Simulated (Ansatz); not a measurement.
Method: DFT PBE, scalar-relativistic, plane waves, PAW in Ansatz. All cells share a 420 eV cutoff and Γ-centred k meshes spaced at most about 0.3 Å⁻¹ (about 0.25 or finer for metals, 2π included). No spin polarisation.

These are static total energies at zero pressure.

Compare these two cells of Hf4C, each relaxed at this level.

1.

```
CELL_PARAMETERS angstrom
1.62781 0.93982 10.42870
-1.62781 0.93982 10.42870
0.00000 -1.87963 10.42870
ATOMIC_POSITIONS crystal
Hf 0.62626 0.62626 0.62626
Hf 0.37374 0.37374 0.37374
Hf 0.12740 0.12740 0.12740
Hf 0.87260 0.87260 0.87260
C 0.00000 0.00000 0.00000
```

2.

```
CELL_PARAMETERS angstrom
1.62146 0.93615 10.47306
-1.62146 0.93615 10.47306
0.00000 -1.87231 10.47306
ATOMIC_POSITIONS crystal
Hf 0.37428 0.37428 0.37428
Hf 0.79395 0.79395 0.79395
Hf 0.20605 0.20605 0.20605
Hf 0.62572 0.62572 0.62572
C 0.00000 0.00000 0.00000
```

Task: Which would you expect to be lower, and how large is the difference?

Result: Cell 1 is lower, by 14 meV/atom. Cell 1 has space group R-3m (No. 166), 19.1 Å³/atom and no gap on its mesh; cell 2 has space group R-3m (No. 166), 19.1 Å³/atom and no gap. In cell 1, Hf on its first site is surrounded by 3 C at 2.27 Å and 12 Hf at 3.15–3.31 Å; Hf on its second site has 12 Hf at 3.09–3.31 Å; C has 6 Hf at 2.27 Å. In cell 2, Hf on its first site has 3 C at 2.27 Å and 12 Hf at 3.18–3.30 Å; Hf on its second site is surrounded by 12 Hf at 3.10–3.30 Å; C is surrounded by 6 Hf at 2.27 Å. Both come from invented guesses. The lowest form computed isn't among them: it has space group P-3m1 (No. 164), 18.9 Å³/atom and lies 17 meV/atom below the best shown.

The k mesh leaves some 4 meV/atom of noise in the energy of each metallic cell. These runs have no spin–orbit coupling, which can matter for Hf. Cells relaxed within their symmetry can be saddle points. Some candidate types were left out of the draw beforehand, so a known form may be missing.
